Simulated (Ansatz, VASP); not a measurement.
AlN in VASP and in Ansatz

```
CELL_PARAMETERS angstrom
0.00000 2.22775 2.22775
2.22775 0.00000 2.22775
2.22775 2.22775 0.00000
ATOMIC_POSITIONS crystal
Al 0.00000 0.00000 0.00000
N 0.75000 0.75000 0.75000
```

Alike in both runs: task single point; functional r2SCAN; k mesh 10 × 10 × 10; occupations gaussian, width 0.02 eV; no spin polarisation.

|  | VASP | Ansatz |
| --- | --- | --- |
| version | VASP 6.6.1 | Ansatz 0.2.0 |
| potentials or method | VASP PAW PBE potentials, release 64 (Al, N) | scalar-relativistic, plane waves, PAW |
| plane-wave cutoff (eV) | 520 | 500 |
| valence electrons in the cell | 8 | 8 |

Ansatz gave:

- gap on the k mesh at the Fermi level (eV): 3.89
- least direct gap on the mesh (eV): 4.31
- pressure (GPa): -11.0

Task: Estimate VASP's values.

Result: gap on the k mesh at the Fermi level (eV): 3.89; least direct gap on the mesh (eV): 4.35; pressure (GPa): -11.3.

Caveats: the PAW data sets were made with another functional, which shifts forces and pressure a little (VASP). r2SCAN opens gaps a little over a GGA but as a rule still falls short of measured ones. A k mesh can miss the band edges.
